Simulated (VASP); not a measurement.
SnTe in VASP 6.6.1, single-point calculation

INCAR

```
NBANDS = 17
ISMEAR = -1
LCHARG = .FALSE.
ISIF = 2
IBRION = -1
LREAL = .FALSE.
ENCUT = 520
NELM = 55
GGA = PE
LDAUU = 4 4 4
LASPH = .TRUE.
LWAVE = .FALSE.
PREC = Accurate
LDAUL = 2 2 2
NSW = 0
EDIFF = 1E-7
LDAU = .TRUE.
SIGMA = 0.02
LDAUTYPE = 2
```

KPOINTS

```
KPOINTS created by Atomic Simulation Environment
0
Gamma
6 6 6
0 0 0
```

POSCAR

```
Sn Te
 1.0000000000000000
     0.0000000000000000    3.5302242490000002    3.6903268782000000
     3.5302242490000002    0.0000000000000000    3.6903268782000000
     3.5302242490000002    3.5302242490000002    0.0000000000000000
 Sn  Te
   1   1
Cartesian
  0.0000000000000000  0.0000000000000000  0.0000000000000000
  1.7651121244999999  1.7651121244999999  1.8451634391000000
```

The recommended PBE PAW datasets give the neutral cell 20 valence electrons.

Command

```
mpirun -np 1 vasp_std
```

Question: How does this run end, and what does it give?

Answer: It converged. Results: gap between bands v and c on the k mesh 0.08 eV; least direct gap on the k mesh 0.75 eV; pressure 0.2 GPa. Band v is the last that the valence electrons fill when counted band by band, and c is the next.

OSZICAR

```
N       E                     dE             d eps       ncg     rms          rms(c)
DAV:   1     0.123740548376E+03    0.12374E+03   -0.94726E+03  1020   0.120E+03
DAV:   2     0.622479261778E+01   -0.11752E+03   -0.11509E+03  1101   0.297E+02
DAV:   3    -0.671967263390E+01   -0.12944E+02   -0.12840E+02  1217   0.951E+01
DAV:   4    -0.712891283035E+01   -0.40924E+00   -0.40905E+00  1235   0.173E+01
DAV:   5    -0.714430678846E+01   -0.15394E-01   -0.15394E-01  1468   0.327E+00    0.460E+00
DAV:   6    -0.700691739089E+01    0.13739E+00   -0.34883E-01  1286   0.310E+00    0.299E+00
DAV:   7    -0.700481934738E+01    0.20980E-02   -0.88733E-02  1072   0.115E+00    0.107E+00
DAV:   8    -0.700624284570E+01   -0.14235E-02   -0.12447E-02  1138   0.773E-01    0.254E-01
DAV:   9    -0.700684548221E+01   -0.60264E-03   -0.32741E-03  1060   0.362E-01    0.639E-02
DAV:  10    -0.700701323152E+01   -0.16775E-03   -0.74376E-04  1149   0.171E-01    0.453E-02
DAV:  11    -0.700716403986E+01   -0.15081E-03   -0.31427E-04  1036   0.786E-02    0.503E-02
DAV:  12    -0.700716096770E+01    0.30722E-05   -0.16080E-05  1184   0.200E-02    0.209E-02
DAV:  13    -0.700716233641E+01   -0.13687E-05   -0.61836E-06  1058   0.977E-03    0.664E-03
DAV:  14    -0.700716241992E+01   -0.83518E-07   -0.30611E-07  1244   0.437E-03
   1 F= -.70071624E+01 E0= -.70069720E+01  d E =-.380794E-03
```

These settings aren't sound, so the numbers aren't properties of the crystal.

The fault: wrong count of Hubbard values.

On sound settings PBE gives a gap of 0.07 eV on its mesh and a pressure of 0.5 GPa for the intended cell. This run's energy (σ→0) differs from it by 27 meV an atom.
